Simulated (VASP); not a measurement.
## MoSe2: relaxation of cell and atoms with PBE

Crystal: MoSe2.

```
Mo Se
1.0
     3.28800    0.00000    0.00000
    -1.64400    2.84749    0.00000
     0.00000    0.00000   12.90000
Mo Se
2 4
Direct
  0.33333 0.66667 0.25000
  0.66667 0.33333 0.75000
  0.33333 0.66667 0.62500
  0.66667 0.33333 0.12500
  0.33333 0.66667 0.87500
  0.66667 0.33333 0.37500
```

```json
{"Program": "VASP 6.6.1", "Task": "relaxation of cell and atoms", "Functional": "PBE", "Potentials or basis": "VASP PAW PBE potentials, release 64 (Mo, Se)", "Cutoff": "300 eV", "k mesh": "5 × 5 × 1", "Occupations": "gaussian, width 0.03 eV", "Spin": "no spin polarisation", "Further INCAR settings": "ALGO = Normal; EDIFF = 1e-06; IBRION = 2; EDIFFG = -0.01; NSW = 90; ISIF = 3"}
```

- Relaxed volume: 23.03 Å³/atom
- Relaxed cell: a = 3.318 Å, b = 3.318 Å, c = 14.493 Å, α = 90.00°, β = 90.00°, γ = 120.00°
- Space group after relaxing (to 0.05 Å): P6_3/mmc (No. 194)
- Energy gained by relaxing: 41.3 meV/atom
- Ionic steps: 37
- Pressure after relaxing: 0.0 GPa
- Band gap on the k mesh: 1.36 eV, indirect (least direct gap 1.85 eV)

Stress tensor (GPa, compression positive):
```
-0.07  0.00  0.00
 0.00 -0.07  0.00
 0.00  0.00  0.04
```

Step by step:
```csv
step,energy change (eV),largest force (eV/Å),pressure (GPa),volume (Å³)
1,0.0000,1.0923,8.03,120.78
2,0.5062,1.9680,-11.32,139.24
3,-0.1878,0.1779,-0.33,126.65
4,-0.1883,0.1314,-0.03,126.40
5,-0.1883,0.1103,0.11,126.29
6,-0.1950,0.1295,0.23,126.43
7,-0.2028,0.1794,0.59,126.79
8,-0.2072,0.1785,0.47,127.32
9,-0.2184,0.1747,0.11,128.91
10,-0.2329,0.1626,-0.49,132.12
11,-0.2369,0.1183,-1.34,138.65
12,-0.2391,0.1287,-0.99,136.00
13,-0.2438,0.0060,-0.29,136.20
14,-0.2444,0.0546,0.05,136.30
15,-0.2456,0.0367,0.08,136.40
16,-0.2465,0.0117,0.12,136.54
17,-0.2460,0.0373,0.21,136.82
18,-0.2467,0.0053,0.15,136.64
19,-0.2468,0.0306,0.00,136.90
20,-0.2468,0.0365,-0.06,136.96
21,-0.2468,0.0336,-0.05,136.93
22,-0.2468,0.0318,-0.03,136.92
23,-0.2469,0.0246,-0.03,137.05
24,-0.2470,0.0065,-0.07,137.37
25,-0.2470,0.0106,-0.07,137.29
26,-0.2471,0.0081,0.06,137.26
27,-0.2471,0.0109,0.07,137.25
28,-0.2472,0.0066,0.08,137.30
29,-0.2473,0.0053,0.07,137.42
30,-0.2473,0.0093,0.08,137.46
31,-0.2474,0.0183,0.01,137.62
32,-0.2474,0.0319,-0.09,137.84
33,-0.2474,0.0310,-0.11,137.89
34,-0.2475,0.0280,-0.12,138.02
35,-0.2475,0.0218,-0.14,138.28
36,-0.2476,0.0084,-0.07,138.23
37,-0.2476,0.0012,-0.03,138.21
```

Final structure:
```
CELL_PARAMETERS angstrom
3.31838 0.00000 0.00000
-1.65919 2.87380 0.00000
0.00000 0.00000 14.49270
ATOMIC_POSITIONS crystal
Mo 0.33333 0.66667 0.25000
Mo 0.66667 0.33333 0.75000
Se 0.33333 0.66667 0.63489
Se 0.66667 0.33333 0.13489
Se 0.33333 0.66667 0.86511
Se 0.66667 0.33333 0.36511
```

Levels at points of the mesh, in eV from the valence-band top:
```
           k point  band 16  band 17  band 18  band 19  band 20  band 21
(0.00, 0.00, 0.00)    -1.21    -0.59     0.00     2.79     2.79     2.81
```

Run time: 110 s on 2 MPI ranks on Intel(R) Xeon(R) 6975P-C (Granite Rapids), with other jobs on the host, peak memory 0.17 GiB a rank.

Caveat: the k mesh is coarse (spacing up to 0.49 Å⁻¹), so the values aren't converged; an odd mesh through Γ misses points on the zone boundary, where band edges often lie; this functional lacks dispersion, which binds the layers, so the pressure and a relaxed spacing across them are unreliable; the volume moved by +14 % from the deposited cell, more than functionals usually miss.
